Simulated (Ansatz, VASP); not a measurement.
## Two plane-wave programs on GaN

File INCAR:

```
SYSTEM = GaN
ALGO     = Normal         ! electronic algorithm
EDIFF    = 1E-7           ! SCF threshold, eV
ENCUT    = 520            ! plane-wave cutoff, eV
GGA      = PE             ! functional
ISIF     = 2              ! what is computed and relaxed
ISMEAR   = 0              ! smearing method
LASPH    = .TRUE.         ! aspherical terms in the spheres
LCHARG   = .FALSE.        ! write CHGCAR
LREAL    = .FALSE.        ! projectors in reciprocal space
LWAVE    = .FALSE.        ! write WAVECAR
NBANDS   = 26             ! bands
NELM     = 80             ! most SCF steps
PREC     = Accurate       ! precision mode
SIGMA    = 0.05           ! smearing width, eV
```

Contents of KPOINTS:

```
k-points
0
G
  12 12 6
  0 0 0
```

POSCAR

```
GaN
1.0
    3.2594996520      0.0000000000      0.0000000000
   -1.6297498260      2.8228095022      0.0000000000
    0.0000000000      0.0000000000      5.1660000000
Ga N
2 2
Direct
    0.3333333333      0.6666666667      0.0000000000
    0.6666666667      0.3333333333      0.5000000000
    0.3333333333      0.6666666667      0.3750000000
    0.6666666667      0.3333333333      0.8750000000
```

Input for Ansatz:

```yaml
crystal:
  lattice:
    - [3.259499652, 0.0, 0.0]
    - [-1.629749826, 2.8228095022, 0.0]
    - [0.0, 0.0, 5.166]
  atoms:
    - { symbol: Ga, position: [0.3333333333, 0.6666666667, 0.0] }
    - { symbol: Ga, position: [0.6666666667, 0.3333333333, 0.5] }
    - { symbol: "N", position: [0.3333333333, 0.6666666667, 0.375] }
    - { symbol: "N", position: [0.6666666667, 0.3333333333, 0.875] }
basis:
  ecutwfc: 420
kpoints:
  mp_grid: { grid: [12, 12, 6] }
hamiltonian:
  xc: pbe
scf:
  occupations: { method: gaussian, width: 0.05 }
output:
  forces: true
  stress: true
  eigenvalues: true
```

Change from the starting cell: strain +0.025 along x and y, +0.000 along z, atoms carried along.

Alike in both runs: task single point; functional PBE; k mesh 12 × 12 × 6; occupations gaussian, width 0.05 eV; no spin polarisation.

```csv
,VASP,Ansatz
version,VASP 6.6.1,Ansatz 0.2.0
potentials or method,"VASP PAW PBE potentials, release 64 (Ga_d, N)","scalar-relativistic, plane waves, PAW"
plane-wave cutoff (eV),520,420
valence electrons in the cell,36,36
```

|  | VASP | Ansatz | Ansatz less VASP |
| --- | --- | --- | --- |
| gap on the k mesh at the Fermi level (eV) | 1.68 | 1.67 | -0.004 |
| least direct gap on the mesh (eV) | 1.68 | 1.67 | -0.004 |
| pressure (GPa) | -1.4 | -1.5 | -0.14 |
| largest component of the traceless stress (GPa) | 6.96 | 6.98 | +0.018 |
| rms of the force components (eV/Å) | 0.209 | 0.213 | +0.0039 |

Atom by atom the forces differ by 0.004 eV/Å (rms over components).
